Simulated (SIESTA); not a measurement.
Crystal: TaSi2.

```xyz
9
Lattice="4.7800 0.0000 0.0000 -2.3900 4.1396 0.0000 0.0000 0.0000 6.5640" Properties=species:S:1:pos:R:3 pbc="T T T"
Ta   -1.1953    2.0655    1.0887
Ta    1.1460    2.0753    5.4488
Ta    2.4447   -0.0195    3.2837
Si    1.2473    0.7291    1.1032
Si   -1.1655    3.4665    5.4943
Si    2.3731    2.7114    3.2671
Si    1.1634    3.4278    1.1369
Si    3.6338    0.6673    5.4573
Si   -0.0144    1.3605    3.2564
```

The cell isn't the ideal one: atoms moved at random, drawn with an rms of 0.05 Å.

Base run:

- Program: SIESTA 5.4.2
- Functional: PBE
- Potentials or basis: PseudoDojo 0.4 standard (PBE files)
- Basis: DZP (energy shift 0.003 Ry; two zetas on semicore shells)
- Grid cutoff: 800 Ry
- Energy shift: 0.003 Ry
- k mesh: 7 × 7 × 4
- Occupations: fermi-dirac, width 0.05 eV
- Spin: no spin polarisation

Its results: band gap on the k mesh none (metal or under the smearing width); pressure 4.5 GPa; largest force 1.464 eV/Å.

Q: The run is repeated on the same cell with these changes: functional from PBE to PBEsol; potentials or basis from PseudoDojo 0.4 standard (PBE files) to PseudoDojo 0.4 standard (PBEsol files). What comes out?

A: Band gap on the k mesh none (metal or under the smearing width); pressure -0.3 GPa; largest force 1.421 eV/Å.

Caveats: short orbitals over semicore shells can move pressures by several GPa; the cell's inner coordinates are idealised or old, which leaves forces on the atoms; the basis of atomic orbitals isn't converged, which shifts pressures, moduli and gaps.
